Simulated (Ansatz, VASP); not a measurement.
## WC (lda): VASP beside Ansatz

```
CELL_PARAMETERS angstrom
2.88465 0.00000 0.00000
-1.44232 2.49818 0.00000
0.00000 0.00000 2.81119
ATOMIC_POSITIONS crystal
W 0.00000 0.00000 0.00000
C 0.66667 0.33333 0.50000
```

Alike in both runs: functional LDA; k mesh 18 × 18 × 16; occupations fermi-dirac, width 0.15 eV; no spin polarisation.

Ansatz relaxed the structure, and its values are those at the end. VASP's run is a single point on that final structure, the one shown.

|  | VASP | Ansatz |
| --- | --- | --- |
| version | VASP 6.6.1 | Ansatz 0.2.0 |
| potentials or method | VASP PAW LDA potentials, release 64 (W_sv, C) | scalar-relativistic, plane waves, PAW |
| plane-wave cutoff (eV) | 520 | 420 |
| valence electrons in the cell | 18 | 18 |

|  | VASP | Ansatz | Ansatz less VASP |
| --- | --- | --- | --- |
| gap on the k mesh at the Fermi level (eV) | none | none | - |
| pressure (GPa) | 2.7 | 0.0 | -2.72 |

A gap of «none» marks a metal or a gap that the smearing closes.

The runs have no spin-orbit coupling, so splittings on W are missing.
